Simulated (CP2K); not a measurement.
Crystal: HfC.

```
Hf C
1.0
     3.28805    0.00000    0.00000
     1.64402    2.84753    0.00000
     1.64402    0.94918    2.68468
Hf C
1 1
Direct
  0.50000 0.50000 0.50000
  0.00000 0.00000 0.00000
```

Program: CP2K 2026.2. Alike in all runs: task single point; potentials or basis POTENTIAL_UZH Hf GTH-PBE-q12, C GTH-PBE-q4; TZVP-MOLOPT-PBE-GTH basis; no spin polarisation; cell as given; k mesh 10 × 10 × 10; smearing fermi-dirac 0.05 eV.

Task: Order these runs on this cell by their pressure, lowest first.
A. level PBEsol+D4; cutoff radius of the dispersion sum (A) 20
B. level PBEsol
C. level PBEsol+D3(BJ)+ATM; cutoff radius of the dispersion sum (A) 20

Result: C (-10.7 GPa), A (-8.4 GPa), B (-6.5 GPa).

Caveats: the potentials were made for another functional, which shifts forces and pressure; the basis of atomic orbitals isn't converged, which shifts pressures, moduli and gaps; pairwise dispersion overbinds metals, which lowers pressure and volume (some runs).
